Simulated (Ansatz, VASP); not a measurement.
C: VASP beside Ansatz

```
CELL_PARAMETERS angstrom
1.32285 0.76375 2.88437
-1.32285 0.76375 2.88437
0.00000 -1.52750 2.88437
ATOMIC_POSITIONS crystal
C 0.16400 0.16400 0.16400
C 0.83600 0.83600 0.83600
```

Alike in both runs: task single point; functional LDA; k mesh 12 × 12 × 12; occupations gaussian, width 0.05 eV; no spin polarisation.

|  | VASP | Ansatz |
| --- | --- | --- |
| version | VASP 6.6.1 | Ansatz 0.2.0 |
| potentials or method | VASP PAW LDA potentials, release 64 (C) | scalar-relativistic, plane waves, PAW |
| plane-wave cutoff (eV) | 520 | 420 |
| valence electrons in the cell | 8 | 8 |

|  | VASP | Ansatz | Ansatz less VASP |
| --- | --- | --- | --- |
| gap on the k mesh at the Fermi level (eV) | 0.51 | 0.52 | +0.002 |
| least direct gap on the mesh (eV) | 0.51 | 0.52 | +0.002 |
| rms of the force components (eV/Å) | 0.303 | 0.306 | +0.0024 |

Atom by atom the forces differ by 0.002 eV/Å (rms over components).
